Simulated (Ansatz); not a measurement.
Formation energy of InSe

Level of theory: DFT, r²SCAN, scalar-relativistic, no spin polarisation; plane waves to 500 eV with PAW datasets (Ansatz 0.2.0), Γ-centred 10×10×10 mesh, 0.05 eV Gaussian smearing. The datasets are Ansatz's generated set soft_2.

The chain of runs began from a cell from COD that may be a prediction, expanded in volume.

It takes space group R3m (No. 160, trigonal). The conventional cell has a = 4.044 Å, b = 4.044 Å, c = 26.105 Å, α = 90.00°, β = 90.00°, γ = 120.00°. Around In (site symmetry 3m) lie 3 Se at 2.65 Å and 1 In at 2.80 Å. In (site symmetry 3m) is surrounded by 3 Se at 2.65 Å and 1 In at 2.80 Å. Se (site symmetry 3m) has 3 In at 2.65 Å as nearest neighbours. Se (site symmetry 3m) is surrounded by 3 In at 2.65 Å. (Neighbours are counted to 15 % beyond the shortest distance.)

The elements were computed in their standard states with the same datasets, cutoff and functional. Absolute energies hang on the potentials; compare differences alone.

Energy of the relaxed cell (4 atoms, smearing extrapolated to zero): -22182.617 eV. Elements, in eV/atom: In -5611.820, Se -5478.127.

Q: What is the formation energy?

A: [-22182.617 − (2 × -5611.820 + 2 × -5478.127)] / 4 = -0.68 eV/atom, or -66 kJ per mole of atoms.

The value is for 0 K, without zero-point energy. Uncorrected semilocal values for oxides, chalcogenides and halides often miss by tenths of an eV an atom. A negative value shows stability against the elements alone, not against other compounds or structures.

The structure is built of weakly bound layers, and this functional has no dispersion term, so their spacing and all that hangs on it (volume, the soft elastic constants, low modes, dielectric constants) are poorly given.
